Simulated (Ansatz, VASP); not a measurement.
**ZnO (zincite): VASP beside Ansatz**

Aim: how closely do two programs agree when they are given the same cell, functional and k mesh?

Method: plane waves, with VASP 6.6.1 beside it; relaxation of cell and atoms at r2SCAN with rVV10 and relaxation of cell and atoms at PBE with D4, in Ansatz 0.2.0.

### Step 1. Starting point

Symmetry: P6_3mc, No. 186, hexagonal system. The conventional cell has a = 3.249 Å, b = 3.249 Å, c = 5.206 Å, α = 90.00°, β = 90.00°, γ = 120.00°. Nearest to Zn lie 4 O at 1.97 to 1.98 Å. O has 4 Zn at 1.97 to 1.98 Å nearest. Farther neighbours and most contacts between anions are not listed.

Coordinates:

```cif
data_structure
_symmetry_space_group_name_H-M 'P6_3mc'
_symmetry_Int_Tables_number 186
_cell_length_a 3.2493
_cell_length_b 3.2493
_cell_length_c 5.2057
_cell_angle_alpha 90.000
_cell_angle_beta 90.000
_cell_angle_gamma 120.000
_cell_volume 47.60
loop_
_atom_site_label
_atom_site_type_symbol
_atom_site_symmetry_multiplicity
_atom_site_Wyckoff_symbol
_atom_site_fract_x
_atom_site_fract_y
_atom_site_fract_z
_atom_site_occupancy
Zn1 Zn 2 b 0.33333 0.66667 0.50000 1
O1 O 2 b 0.66667 0.33333 0.37901 1
```

### Step 2. VASP: relaxation of cell and atoms, r2SCAN with rVV10

The relaxed volume is the usual yardstick between codes: its relative difference is about their pressure difference at one cell divided by the bulk modulus.

Lines of VASP's logs that name or quote its potential files are left out, and so is its time.

The input, INCAR:

```
SYSTEM = ZnO
PREC = Accurate
ENCUT = 560
EDIFF = 1E-06
NELM = 100
ISMEAR = -1
SIGMA = 0.05
LREAL = .FALSE.
ALGO = Normal
METAGGA = R2SCAN
LUSE_VDW = .TRUE.
IVDW_NL = 2
BPARAM = 11.95
CPARAM = 0.0093
LASPH = .TRUE.
NBANDS = 24
LORBIT = 11
LWAVE = .FALSE.
LCHARG = .FALSE.
KPAR = 4
IBRION = 2
NSW = 60
ISIF = 3
EDIFFG = -0.01
```

The input, POSCAR:

```
ZnO
1.0
    3.2493080000      0.0000000000      0.0000000000
   -1.6246540000      2.8139832727      0.0000000000
    0.0000000000      0.0000000000      5.2057090000
Zn O
2 2
Direct
    0.3333333333      0.6666666667      0.5000000000
    0.6666666667      0.3333333333      0.0000000000
    0.6666666667      0.3333333333      0.3790100000
    0.3333333333      0.6666666667      0.8790100000
```

The input, KPOINTS:

```
Automatic mesh
0
Gamma
8 8 5
0 0 0
```

The projector-augmented-wave data sets are Zn and O (PBE family, release 64).

Launch:

```sh
$ mpirun -np 4 vasp_std
```

Numbers of over 12 decimals in the logs are rounded to 6 here.

The log of the run:

```text
[banner, memory and clock lines left out]
running    4 mpi-ranks, on    1 nodes
 distrk:  each k-point on    1 cores,    4 groups
 distr:  one band on    1 cores,    1 groups

 POSCAR found type information on POSCAR ZnO
 POSCAR found :  2 types and       4 ions
|                                                                             |
|               ----> ADVICE to this user running VASP <----                  |
|                                                                             |
|     You have switched on vdW-DFT.                                           |
|     This routine was written and supplied by Jiri Klimes. We recommend      |
|     that you carefully read and cite the following publications:            |
|       J. Klimes, D.R. Bowler, A. Michelides                                 |
|          J. Phys.: Cond Matt. 22 022201 (2010)                              |
|       J. Klimes, D.R. Bowler, A. Michelides                                 |
|          Phys. Rev. B. 83, 195131 (2011)                                    |
|     and references therein.                                                 |
|                                                                             |

|                                                                             |
|               ----> ADVICE to this user running VASP <----                  |
|                                                                             |
|     You enforced a specific xc type in the INCAR file but a different       |
|     [... a line on the potential file left out ...]
|     I HOPE YOU KNOW WHAT YOU ARE DOING!                                     |
|                                                                             |

 LDA part: xc-table for (None), standard interpolation
 POSCAR, INCAR and KPOINTS ok, starting setup
 FFT: planning ... GRIDC
 FFT: planning ... GRID_SOFT
 FFT: planning ... GRID
 WAVECAR not read
 entering main loop
       N       E                     dE             d eps       ncg     rms          rms(c)
Total rVV10 correction in eV:      0.9995908    37.3237487
Total rVV10 correction in eV:      0.9995908    37.3237487
Total rVV10 correction in eV:      0.9995908    37.3237487
Total rVV10 correction in eV:      0.9995908    37.3237487
DAV:   1     0.278849882270E+03    0.27885E+03   -0.20034E+04  1448   0.237E+03
DAV:   2    -0.158181423162E+02   -0.29467E+03   -0.28001E+03  1552   0.449E+02
DAV:   3    -0.450165840368E+02   -0.29198E+02   -0.28991E+02  1640   0.148E+02
DAV:   4    -0.454801848326E+02   -0.46360E+00   -0.46335E+00  1720   0.196E+01
DAV:   5    -0.454828069572E+02   -0.26221E-02   -0.26221E-02  1608   0.139E+00    0.142E+01
Total rVV10 correction in eV:      1.0398468    37.3237474
Total rVV10 correction in eV:      1.0398468    37.3237474
Total rVV10 correction in eV:      1.0398468    37.3237474
Total rVV10 correction in eV:      1.0398468    37.3237474
DAV:   6    -0.349309754907E+02    0.10552E+02   -0.53681E+00  2016   0.709E+01    0.101E+01
Total rVV10 correction in eV:      1.0584957    37.3237474
Total rVV10 correction in eV:      1.0584957    37.3237474
Total rVV10 correction in eV:      1.0584957    37.3237474
Total rVV10 correction in eV:      1.0584957    37.3237474
DAV:   7    -0.352685477594E+02   -0.33757E+00   -0.48318E+00  1440   0.206E+01    0.518E+00
Total rVV10 correction in eV:      1.0533825    37.3237474
Total rVV10 correction in eV:      1.0533825    37.3237474
Total rVV10 correction in eV:      1.0533825    37.3237474
Total rVV10 correction in eV:      1.0533825    37.3237474
DAV:   8    -0.352827443868E+02   -0.14197E-01   -0.57688E-01  2200   0.943E+00    0.281E+00
Total rVV10 correction in eV:      1.0679820    37.3237474
Total rVV10 correction in eV:      1.0679820    37.3237474
Total rVV10 correction in eV:      1.0679820    37.3237474
Total rVV10 correction in eV:      1.0679820    37.3237474
DAV:   9    -0.352523627220E+02    0.30382E-01   -0.12881E-01  1608   0.352E+00    0.520E-01
Total rVV10 correction in eV:      1.0689414    37.3237474
Total rVV10 correction in eV:      1.0689414    37.3237474
Total rVV10 correction in eV:      1.0689414    37.3237474
Total rVV10 correction in eV:      1.0689414    37.3237474
DAV:  10    -0.352492424145E+02    0.31203E-02   -0.34819E-02  2208   0.266E+00    0.161E-01
Total rVV10 correction in eV:      1.0685029    37.3237474
Total rVV10 correction in eV:      1.0685029    37.3237474
Total rVV10 correction in eV:      1.0685029    37.3237474
Total rVV10 correction in eV:      1.0685029    37.3237474
DAV:  11    -0.352496374172E+02   -0.39500E-03   -0.76172E-03  1536   0.790E-01    0.413E-02
Total rVV10 correction in eV:      1.0686875    37.3237474
[...]
Total rVV10 correction in eV:      1.0645248    37.3237469
Total rVV10 correction in eV:      1.0645248    37.3237469
DAV:   1    -0.352540321369E+02   -0.45899E-03   -0.83651E-03  1776   0.154E+00    0.157E-01
Total rVV10 correction in eV:      1.0649906    37.3237469
Total rVV10 correction in eV:      1.0649906    37.3237469
Total rVV10 correction in eV:      1.0649906    37.3237469
Total rVV10 correction in eV:      1.0649906    37.3237469
DAV:   2    -0.352535740442E+02    0.45809E-03   -0.15678E-03  1848   0.770E-01    0.607E-02
Total rVV10 correction in eV:      1.0649887    37.3237469
Total rVV10 correction in eV:      1.0649887    37.3237469
Total rVV10 correction in eV:      1.0649887    37.3237469
Total rVV10 correction in eV:      1.0649887    37.3237469
DAV:   3    -0.352535426903E+02    0.31354E-04   -0.27855E-05  1992   0.149E-01    0.342E-02
Total rVV10 correction in eV:      1.0649709    37.3237469
Total rVV10 correction in eV:      1.0649709    37.3237469
Total rVV10 correction in eV:      1.0649709    37.3237469
Total rVV10 correction in eV:      1.0649709    37.3237469
DAV:   4    -0.352535445402E+02   -0.18499E-05   -0.17523E-05  2160   0.717E-02    0.262E-03
Total rVV10 correction in eV:      1.0649729    37.3237469
Total rVV10 correction in eV:      1.0649729    37.3237469
Total rVV10 correction in eV:      1.0649729    37.3237469
Total rVV10 correction in eV:      1.0649729    37.3237469
DAV:   5    -0.352535455929E+02   -0.10527E-05   -0.53421E-06  1440   0.240E-02    0.162E-03
Total rVV10 correction in eV:      1.0649745    37.3237469
Total rVV10 correction in eV:      1.0649745    37.3237469
Total rVV10 correction in eV:      1.0649745    37.3237469
Total rVV10 correction in eV:      1.0649745    37.3237469
DAV:   6    -0.352535446092E+02    0.98371E-06   -0.14455E-07   760   0.662E-03
Total rVV10 correction in eV:      1.0649692    37.3237469
Total rVV10 correction in eV:      1.0649692    37.3237469
Total rVV10 correction in eV:      1.0649692    37.3237469
Total rVV10 correction in eV:      1.0649692    37.3237469
Total rVV10 correction in eV:      1.0649703    37.3237469
Total rVV10 correction in eV:      1.0649703    37.3237469
Total rVV10 correction in eV:      1.0649703    37.3237469
Total rVV10 correction in eV:      1.0649703    37.3237469
   4 F= -.35253545E+02 E0= -.35253545E+02  d E =-.398045E-02
[...]
5 F= -.35253556E+02 E0= -.35253556E+02  d E =-.399232E-02
[...]
6 F= -.35253568E+02 E0= -.35253568E+02  d E =-.400402E-02
 curvature:  -0.65 expect dE=-0.504E-04 dE for cont linesearch -0.683E-07
 ZBRENT: accuracy reached
 trial: gam= 0.00991 g(F)=  0.233E-06 g(S)=  0.771E-04 ort =-0.343E-04 (trialstep = 0.932E+00)
 search vector abs. value=  0.778E-04
 bond charge predicted
       N       E                     dE             d eps       ncg     rms          rms(c)
Total rVV10 correction in eV:      1.0647051    37.3237469
Total rVV10 correction in eV:      1.0647051    37.3237469
Total rVV10 correction in eV:      1.0647051    37.3237469
Total rVV10 correction in eV:      1.0647051    37.3237469
DAV:   1    -0.352539183014E+02   -0.34944E-03   -0.84973E-03  1696   0.113E+00    0.129E-01
Total rVV10 correction in eV:      1.0649973    37.3237470
Total rVV10 correction in eV:      1.0649973    37.3237470
Total rVV10 correction in eV:      1.0649973    37.3237470
Total rVV10 correction in eV:      1.0649973    37.3237470
DAV:   2    -0.352536428299E+02    0.27547E-03   -0.94805E-04  1800   0.560E-01    0.626E-02
Total rVV10 correction in eV:      1.0649836    37.3237470
Total rVV10 correction in eV:      1.0649836    37.3237470
Total rVV10 correction in eV:      1.0649836    37.3237470
Total rVV10 correction in eV:      1.0649836    37.3237470
DAV:   3    -0.352535959076E+02    0.46922E-04   -0.29108E-05  1904   0.112E-01    0.301E-02
Total rVV10 correction in eV:      1.0649729    37.3237470
Total rVV10 correction in eV:      1.0649729    37.3237470
Total rVV10 correction in eV:      1.0649729    37.3237470
Total rVV10 correction in eV:      1.0649729    37.3237470
DAV:   4    -0.352535913387E+02    0.45690E-05   -0.24070E-05  2080   0.749E-02    0.318E-03
Total rVV10 correction in eV:      1.0649762    37.3237470
Total rVV10 correction in eV:      1.0649762    37.3237470
Total rVV10 correction in eV:      1.0649762    37.3237470
Total rVV10 correction in eV:      1.0649762    37.3237470
DAV:   5    -0.352535916060E+02   -0.26738E-06   -0.60480E-06  1464   0.280E-02
Total rVV10 correction in eV:      1.0649746    37.3237470
Total rVV10 correction in eV:      1.0649746    37.3237470
Total rVV10 correction in eV:      1.0649746    37.3237470
Total rVV10 correction in eV:      1.0649746    37.3237470
Total rVV10 correction in eV:      1.0649754    37.3237470
Total rVV10 correction in eV:      1.0649754    37.3237470
Total rVV10 correction in eV:      1.0649754    37.3237470
Total rVV10 correction in eV:      1.0649754    37.3237470
   7 F= -.35253592E+02 E0= -.35253592E+02  d E =-.234261E-04
 trial-energy change:   -0.000023  1 .order   -0.000044   -0.000072   -0.000017
 step:   1.2201(harm=  1.2201)  dis= 0.00011  next Energy=   -35.253615 (dE=-0.470E-04)
 reached required accuracy - stopping structural energy minimisation
```

Parts of OUTCAR (step 2):

```text
ion  position               nearest neighbor table
   1  0.333  0.667  0.500-   4 1.97   3 1.98   3 1.98   3 1.98
   2  0.667  0.333  0.000-   3 1.97   4 1.98   4 1.98   4 1.98
   3  0.667  0.333  0.379-   2 1.97   1 1.98   1 1.98   1 1.98
   4  0.333  0.667  0.879-   1 1.97   2 1.98   2 1.98   2 1.98

  LATTYP: Found a hexagonal cell.
 ALAT       =     3.2493080000
 C/A-ratio  =     1.6020977390

 Subroutine GETGRP returns: Found 12 space group operations
 (whereof  6 operations were pure point group operations)

The static configuration has the point symmetry C_3v.
 The point group associated with its full space group is C_6v.

 Found     30 irreducible k-points:

   k-points           NKPTS =     30   k-points in BZ     NKDIM =     30   number of bands    NBANDS=     24

   dimension x,y,z NGX =    28 NGY =   28 NGZ =   40
   dimension x,y,z NGXF=    56 NGYF=   56 NGZF=   80

   ENCUT  =  560.0 eV  41.16 Ry    6.42 a.u.   6.27  6.27 10.04*2*pi/ulx,y,z

   NELECT =      36.0000    total number of electrons

 k-points in reciprocal lattice and weights: Automatic mesh
   0.00000000  0.00000000  0.00000000       0.003
   0.12500000  0.00000000  0.00000000       0.019
   0.25000000  0.00000000  0.00000000       0.019
   0.37500000  0.00000000  0.00000000       0.019
   0.50000000  0.00000000  0.00000000       0.009
   0.12500000  0.12500000  0.00000000       0.019
   0.25000000  0.12500000  0.00000000       0.038
   0.37500000  0.12500000  0.00000000       0.038
   0.25000000  0.25000000  0.00000000       0.019
[...]
0.25000000  0.25000000  0.40000000       0.038
   0.37500000  0.25000000  0.40000000       0.038

 average (electrostatic) potential at core
       1 -41.2452       2 -41.2452       3 -76.8558       4 -76.8558

 E-fermi :   1.5565

 k-point     1 :       0.0000    0.0000    0.0000
  band No.  band energies     occupation
    ...
     14       0.1128      2.00000
     15       0.1128      2.00000
     16       0.8313      2.00000
     17       0.9313      1.99999
     18       0.9313      1.99999
     19       2.1129      0.00003
     20       6.7717      0.00000
     21       9.7148      0.00000
     22      14.6369      0.00000
     23      14.6370      0.00000
    ...

 k-point     2 :       0.1250    0.0000    0.0000
  band No.  band energies     occupation
    ...
     14      -0.4376      2.00000
     15      -0.0997      2.00000
     16       0.1743      2.00000
     17       0.7244      2.00000
     18       0.8155      2.00000
     19       3.0867      0.00000
     20       7.4151      0.00000
     21       9.6876      0.00000
     22      13.1165      0.00000
     23      14.8116      0.00000
    ...

 k-point     3 :       0.2500    0.0000    0.0000
  band No.  band energies     occupation
    ...
     14      -1.5982      2.00000
     15      -0.7751      2.00000
     16      -0.6152      2.00000
     17       0.3988      2.00000
     18       0.5180      2.00000
     19       4.6159      0.00000
     20       8.6545      0.00000
     21       9.5859      0.00000
     22      11.2041      0.00000
     23      13.3661      0.00000
    ...

  Total        0.0234740      0.0234740      0.0291001      0.0000000      0.0000000      0.0000000
  in kB        0.7984367      0.7984367      0.9898028      0.0000000      0.0000000      0.0000000
  external PRESSURE =       0.8622254 kB  Pullay stress =       0.0000000 kB

  energy-cutoff  :      560.00
  volume of cell :       47.10
      direct lattice vectors                 reciprocal lattice vectors
     3.232486791  0.000000000 -0.000000000     0.309359346  0.178608702  0.000000000
    -1.616243395  2.799415678  0.000000000     0.000000000  0.357217404  0.000000000
    -0.000000000 -0.000000000  5.205381100     0.000000000 -0.000000000  0.192108893

 POSITION                                       TOTAL-FORCE (eV/Angst)
 -----------------------------------------------------------------------------------
     -0.00000      1.86628      2.59996        -0.000000     -0.000000      0.009484
      1.61624      0.93314      5.20265        -0.000000      0.000000      0.009484
      1.61624      0.93314      1.97563         0.000000      0.000000     -0.009484
     -0.00000      1.86628      4.57832         0.000000      0.000000     -0.009484
 -----------------------------------------------------------------------------------
    total drift:                                0.000000      0.000000     -0.044025

  FREE ENERGIE OF THE ION-ELECTRON SYSTEM (eV)
  ---------------------------------------------------
  free  energy   TOTEN  =       -35.2535916060 eV

  energy  without entropy=      -35.2535914831  energy(sigma->0) =      -35.25359154

 reached required accuracy - stopping structural energy minimisation

 total charge
# of ion       s       p       d       tot
------------------------------------------
    1        0.439   0.490   9.923  10.853
    2        0.439   0.490   9.923  10.853
    3        1.550   3.487   0.000   5.037
    4        1.550   3.487   0.000   5.037
--------------------------------------------------
tot          3.978   7.955  19.846  31.780

[... 3 further parts left out ...]
```

(Continued in part 2 of 2.)

[Lines on the potential files, build, host, timing and source positions are cut from VASP's logs without a mark.]

[Logs are printed without paths, hosts, clocks, repeated set-up lines and the standing remarks that a program may print on its own settings, such as how far it seeks lower states.]

[Hosts, paths, dates, database ids (printed as entryN), source tags and the programs' standing remarks are cut or masked in the printed files.]
